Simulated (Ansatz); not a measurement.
The system is SiO2.

```xyz
12
Lattice="5.0691 0.0000 0.0000 -2.5345 4.3899 0.0000 0.0000 0.0000 8.5585" Properties=species:S:1:pos:R:3 pbc="T T T"
Si    0.0000    2.9266    3.7411
Si    0.0000    2.9266    0.5381
Si    2.5345    1.4633    4.8174
Si    2.5345    1.4633    8.0204
O     2.1354    0.0000    0.0000
O     0.0000    2.9266    2.1396
O     2.5345    1.4633    6.4189
O    -1.4668    2.5406    4.2792
O     1.4668    2.5406    0.0000
O     2.9337    0.0000    4.2792
O     1.0677    1.8493    4.2792
O    -1.0677    1.8493    0.0000
```

The cell comes from a database or a generator and needn't be the stable form of this composition.

```yaml
Program: Ansatz 0.2.0
Task: relaxation of cell and atoms
Functional: PBEsol
Dispersion: D3(BJ)-ATM
Potentials_or_basis: Ansatz PAW
Cutoff: "420 eV (not typed: the program's choice for these potentials)"
k_mesh: 6 × 6 × 3
Occupations: fermi-dirac, width 0.05 eV
Spin: no spin polarisation
```

At the start: volume 15.87 Å³/atom.

Question: Where does the relaxation end?

Answer: It ends after 10 steps and the volume is 15.44 Å³/atom (-2.7 %); space group P6_322 (No. 182, to 0.05 Å).

Step by step:
```
step  energy change (eV)  largest force (eV/Å)  volume (Å³)
   1              0.0000                0.1458       190.45
   2             -0.0034                0.1148       190.90
   3             -0.0083                0.0523       191.36
   4             -0.0155                0.0479       190.61
   5             -0.0362                0.0227       187.93
   6             -0.0457                0.0175       185.80
   7             -0.0452                0.0008       186.00
   8             -0.0331                0.0013       186.00
   9             -0.0358                0.0008       185.31
  10             -0.0333                0.0007       185.31
```

Final structure:
```
Si O
1.0
     4.99198    0.00000    0.00000
    -2.49599    4.32318    0.00000
     0.00000    0.00000    8.58662
Si O
4 8
Direct
  0.33333 0.66667 0.43699
  0.33333 0.66667 0.06301
  0.66667 0.33333 0.56301
  0.66667 0.33333 0.93699
  0.40055 0.00000 0.00000
  0.33333 0.66667 0.25000
  0.66667 0.33333 0.75000
  0.00000 0.59945 0.50000
  0.59945 0.59945 0.00000
  0.59945 0.00000 0.50000
  0.40055 0.40055 0.50000
  0.00000 0.40055 0.00000
```

Caveat: the plane-wave basis is chosen anew once the cell has moved, so the energies of steps on either side of that aren't comparable; the pressure holds a Pulay correction of +0.5 GPa for the finite cutoff; the PAW data sets come from PBE, with cores solved anew for the run's functional, which leaves a small shift of forces and pressure.
